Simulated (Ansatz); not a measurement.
**BN and the effect of the share of exact exchange**

```
N B
1.0
     2.55394    0.00000    0.00000
    -1.27697    2.21178    0.00000
     0.00000    0.00000    4.22685
N B
2 2
Direct
  0.33333 0.66667 0.12528
  0.66667 0.33333 0.62528
  0.33333 0.66667 0.49972
  0.66667 0.33333 0.99972
```

Measurements of this composition are mostly on another form, of space group No. 194.

Kept alike: task single point; k mesh 7 × 7 × 4; occupations fermi-dirac, width 0.05 eV; no spin polarisation. Program: Ansatz, Ansatz PAW, cutoff 420 eV. The mesh is that of the run's cell of 4 atoms. No spin-orbit coupling.

```csv
"share of exact exchange, α",pressure (GPa)
0,-0.04
0.1,-3.75
0.15,-5.57
0.25,-9.14
0.35,-12.63
0.5,-17.71
```

The k mesh is coarse, so the values aren't converged. Pressure is positive in compression, with a Pulay correction for the finite cutoff. The exact exchange is short-ranged, of HSE form. All rows use potentials made for PBE. The mesh is thin for exact exchange.

The pressure falls from -0.04 to -17.71 GPa between 0 and 0.5. Exact exchange shortens the bonds here, so the pressure at fixed cell falls.
